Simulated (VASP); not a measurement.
## Li2S: relaxation of cell and atoms with PBEsol

The system is Li2S.

```
Li S
1.0
     0.00000    2.83517    2.83517
     2.83517    0.00000    2.83517
     2.83517    2.83517    0.00000
Li S
2 1
Direct
  0.75000 0.75000 0.75000
  0.25000 0.25000 0.25000
  0.00000 0.00000 0.00000
```

The cell comes from a database or a generator and needn't be the stable form of this composition.

```
Program                : VASP 6.6.1
Task                   : relaxation of cell and atoms
Functional             : PBEsol
Potentials or basis    : VASP PAW PBE potentials, release 64 (Li_sv, S)
Cutoff                 : 600 eV
k mesh                 : 8 × 8 × 8
Occupations            : gaussian, width 0.02 eV
Spin                   : no spin polarisation
Dipole correction      : no
Further INCAR settings : ALGO = Fast; EDIFF = 1e-07; IBRION = 2; EDIFFG = -0.005; NSW = 100; ISIF = 3
```

- Relaxed volume: 15.05 Å³/atom
- Relaxed cell: a = 3.997 Å, b = 3.997 Å, c = 3.997 Å, α = 60.00°, β = 60.00°, γ = 60.00°
- Space group after relaxing (to 0.05 Å): Fm-3m (No. 225)
- Energy gained by relaxing: 0.2 meV/atom
- Ionic steps: 3
- Pressure after relaxing: 0.0 GPa
- Band gap on the k mesh: 3.20 eV, indirect (least direct gap 4.23 eV)

Step by step:
```tsv
step	energy change (eV)	largest force (eV/Å)	pressure (GPa)	volume (Å³)
1	0.0000	0.0000	-0.37	45.58
2	-0.0004	0.0000	-0.16	45.35
3	-0.0005	0.0000	0.02	45.16
```

Final structure:
```yaml
crystal:
  lattice:
    - [0.00000, 2.82635, 2.82635]
    - [2.82635, 0.00000, 2.82635]
    - [2.82635, 2.82635, 0.00000]
  atoms:
    - { symbol: Li, position: [0.75000, 0.75000, 0.75000] }
    - { symbol: Li, position: [0.25000, 0.25000, 0.25000] }
    - { symbol: S, position: [0.00000, 0.00000, 0.00000] }
```

Levels at points of the mesh, in eV from the valence-band top:
| k point | band 3 | band 4 | band 5 | band 6 | band 7 | band 8 | band 9 | band 10 |
| --- | --- | --- | --- | --- | --- | --- | --- | --- |
| (0.00, 0.00, 0.00) | -11.08 | 0.00 | 0.00 | 0.00 | 4.23 | 6.16 | 6.16 | 6.16 |
| (0.50, 0.00, 0.00) | -10.62 | -3.00 | -0.53 | -0.53 | 6.12 | 6.49 | 6.49 | 8.35 |
| (0.50, 0.50, 0.00) | -10.49 | -2.24 | -1.49 | -1.49 | 3.20 | 7.10 | 11.14 | 11.14 |

Wall time 43 s on 1 thread of AMD EPYC 9R14 (Zen 4) (shared host), peak memory 0.15 GiB.

Caveat: the cutoff is under 1.25 times the usual one of these potentials, so pressure, stress and relaxed cells hold a basis-set (Pulay) error; the PAW data sets were made with another functional, which shifts forces and pressure a little. A hybrid or GW would open this gap; PBEsol tends to underestimate it.
